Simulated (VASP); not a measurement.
Set up this calculation in VASP 6.6.1, as the native input.

```yaml
Task: single point
Functional: PBE
Potentials_or_basis: VASP PAW PBE potentials, release 64 (Sb)
Cutoff: 520 eV
k_mesh: 6 × 6 × 6
Occupations: gaussian, width 0.1 eV
Spin: no spin polarisation
Dipole_correction: no
Further_INCAR_settings: ALGO = Fast; EDIFF = 1e-07; NBANDS = 26
```

The structure of Sb lies in POSCAR:

```
Sb
1.0
    6.1223580785      0.0000000000      0.0000000000
    0.0000000000      6.1223580785      0.0000000000
    0.0000000000      0.0000000000      6.1223580785
Sb
7
Direct
    0.5000000000      0.5000000000      0.0000000000
    0.0000000000      0.5000000000      0.5000000000
    0.5000000000      0.0000000000      0.5000000000
    0.5000000000      0.5000000000      0.5000000000
    0.5000000000      0.0000000000      0.0000000000
    0.0000000000      0.5000000000      0.0000000000
    0.0000000000      0.0000000000      0.5000000000
```

The cell was built by a generator and needn't be a form met in nature.

These files were run (other wordings do the same):

INCAR

```
PREC = Accurate
ENCUT = 520
EDIFF = 1E-7
ISMEAR = 0
SIGMA = 0.1
LREAL = F
LASPH = T
NELM = 100
ALGO = Fast
ISIF = 2
LWAVE = F
LCHARG = F
GGA = PE
NBANDS = 26
```

KPOINTS

```
Automatic mesh
0
Gamma
  6 6 6
```

Potentials or basis: VASP PAW PBE potentials, release 64 (Sb).

Run with:

```console
$ cat potpaw_PBE.64/Sb/POTCAR > POTCAR
$ mpirun -np 1 vasp_std > vasp.out
```

Results of the run:

```
Pressure               : 0.0 GPa
Band gap on the k mesh : none (metal or under the smearing width)
```

Run time: 52 s on 1 thread of Intel(R) Xeon(R) 6975P-C (Granite Rapids) (shared host), peak memory 0.35 GiB.
